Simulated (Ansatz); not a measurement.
Cu: from a trial structure to a relaxed crystal

Theory: Ansatz 0.2.0, DFT PBE, scalar-relativistic, plane waves, PAW.

Cu was placed on the beta-tungsten (A15) structure type (Pm-3n, No. 223), at a guessed volume.

The final relaxation ran on this input, with the default PAW datasets:

```yaml
crystal:
  lattice:
    - [4.6093965509, 0.0, 0.0]
    - [0.0, 4.6093965509, 0.0]
    - [0.0, 0.0, 4.6093965509]
  atoms:
    - { symbol: Cu, position: [0.5, 0.5, 0.5] }
    - { symbol: Cu, position: [0.0, 0.0, 0.0] }
    - { symbol: Cu, position: [0.25, 0.0, 0.5] }
    - { symbol: Cu, position: [0.5, 0.25, 0.0] }
    - { symbol: Cu, position: [0.5, 0.75, 0.0] }
    - { symbol: Cu, position: [0.75, 0.0, 0.5] }
    - { symbol: Cu, position: [0.0, 0.5, 0.75] }
    - { symbol: Cu, position: [0.0, 0.5, 0.25] }
basis:
  ecutwfc: 420
kpoints:
  mp_grid: { grid: [8, 8, 8] }
hamiltonian:
  xc: pbe
scf:
  occupations: { method: gaussian, width: 0.1 }
output:
  forces: true
  stress: true
  eigenvalues: true
relax:
  adjacent_minimum: "off"
  f_tol: 0.01
  max_steps: 80
  cell: { stress_tol: 0.05 }
```

It can be run as:

```bash
ansatz run input.yaml --threads 1 --pin off --backend cpu --events-out ev --progress --plain --runs-dir out  # memory cap (--max-ram) not shown
```

The program printed at the end:

```
SCF converged after 6 iterations
Free energy (F): -53000.584664 eV
Harris-Foulkes:  -53000.584664 eV  (|F-HF|=2.18e-11)
Internal energy: -53000.568375 eV  (E = F + TS)
E sigma→0 (E₀):  -53000.576519 eV
Entropy (-TS):   -0.016289 eV (-2.036 meV/atom)
Fermi energy:    16.035931 eV
--- Per-component energies (eV) ---
  E_band       = -2981.765213
  E_kinetic    = 2397.773884
  E_local      = -33095.447769  (includes V_loc(G=0)·N_el)
  E_nonlocal   = 3126.039037
  E_hartree    = 14569.034132
  E_xc         = -714.183899
  E_vxc        = -921.472450  (∫ρ·V_xc dr)
  E_paw        = -13309.534827  (= ΣΔE_a)
  E_vpaw       = -3626.728243  (= ΣTr[D̂ρ^β])
  E_aug_tail   = 0.001924  (compensation charges beyond the density's cutoff)
  E_ewald      = -25974.250858
  E_smearing   = -0.016289  (= −TS)
  E_closure    = 0.000000  (closes the sum)
  Σ components = -53000.584664   (vs F -53000.584664, Δ=0.00e0)
--- Forces (eV/Å), atoms counted from 1 ---
  atom   1  Cu     0.00000000     0.00000000     0.00000000
  atom   2  Cu     0.00000000     0.00000000     0.00000000
  atom   3  Cu     0.00000000     0.00000000     0.00000000
  atom   4  Cu     0.00000000     0.00000000     0.00000000
  atom   5  Cu     0.00000000     0.00000000     0.00000000
  atom   6  Cu     0.00000000     0.00000000     0.00000000
  atom   7  Cu     0.00000000     0.00000000     0.00000000
  atom   8  Cu     0.00000000     0.00000000     0.00000000
  max |Σ_I F_I| component: 1.62e-17 eV/Å
--- Stress (GPa, compression-positive) ---
       -0.001322       0.000000       0.000000
        0.000000      -0.001322       0.000000
        0.000000       0.000000      -0.001322
  P = ⅓ Tr σ = -0.0013 GPa (-0.013 kbar)
--- Relaxed structure (3 steps of the walk, 3 accepted, 1 SCFs on fresh bases) ---
  F+E_penalty+E_count = -53000.58466391 eV   max|allowed force component| = 2.935e-17 eV/Å   (the final SCF, on the basis selected at the relaxed cell)
  cell:  # Å, volume = 98.2146 Å³
    - [4.613799, 0.000000, 0.000000]
    - [0.000000, 4.613799, 0.0]
    - [0.000000, 0.0, 4.613799]
  atoms:
    - { symbol: Cu, position: [0.5, 0.5, 0.5] }
    - { symbol: Cu, position: [0.000000, 0.000000, 0.000000] }
    - { symbol: Cu, position: [0.25, 0.000000, 0.5] }
    - { symbol: Cu, position: [0.5, 0.25, 0.000000] }
    - { symbol: Cu, position: [0.5, 0.75, 0.000000] }
    - { symbol: Cu, position: [0.75, 0.000000, 0.5] }
    - { symbol: Cu, position: [0.000000, 0.5, 0.75] }
    - { symbol: Cu, position: [0.000000, 0.5, 0.25] }
```

Total energies depend on the potentials used, so only differences within one code and one set of settings carry meaning.

The result has space group Pm-3n (No. 223). Cu on Wyckoff site a (2 atoms of the primitive cell) has 12 Cu at 2.58 Å; around Cu on Wyckoff site c (6 atoms of the primitive cell) lie 2 Cu at 2.31 Å, 4 Cu at 2.58 Å and 8 Cu at 2.83 Å.

It lies 0.10 eV/atom above the element's standard state at the same level.

For metals, differences of a few meV/atom aren't resolved.

A structure relaxed within its symmetry needn't be a true minimum.